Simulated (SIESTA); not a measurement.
## SnO in SIESTA: the effect of functional

The system is SnO.

```
CELL_PARAMETERS angstrom
3.81370 0.00000 0.00000
0.00000 3.81370 0.00000
0.00000 0.00000 4.88691
ATOMIC_POSITIONS crystal
Sn 0.50000 0.00000 0.76463
Sn 0.00000 0.50000 0.23537
O 0.00000 0.00000 0.00000
O 0.50000 0.50000 0.00000
```

The cell is a database's computed one.

Alike in all runs:

- Program: SIESTA 5.4.2
- Task: single point
- Potentials or basis: PseudoDojo 0.4 standard (PBE files)
- Basis: DZP (energy shift 0.003 Ry; two zetas on semicore shells)
- Grid cutoff: 800 Ry
- Energy shift: 0.003 Ry
- k mesh: 7 × 7 × 6
- Occupations: fermi-dirac, width 0.05 eV
- Spin: no spin polarisation

**Question.** One run gave: gap on the mesh 0.65 eV; pressure 14.6 GPa; largest force 1.53 eV/Å. Which functional did it use?
A. optB88-vdW
B. vdW-DF
C. VV10
D. vdW-DF2
E. vdW-DF-cx

**Answer.** D.

```csv
functional,gap on the mesh (eV),pressure (GPa),largest force (eV/Å)
vdW-DF,0.54,11.0,1.26
vdW-DF2,0.65,14.6,1.53
optB88-vdW,0.51,6.8,1.00
vdW-DF-C09,0.42,3.3,0.81
vdW-DF-cx,0.41,3.9,0.85
VV10,0.42,8.3,1.23
```

Caveats: the potentials were made for another functional, which shifts forces and pressure; spin-orbit coupling is left out, which moves the levels of the heavy elements; an odd mesh through Γ misses points on the zone boundary, where band edges often lie; the basis of atomic orbitals isn't converged, which shifts pressures, moduli and gaps; the non-local part is tabulated coarsely and may be off by about a percent (some runs).

Runs at the PBE level aren't shown here.
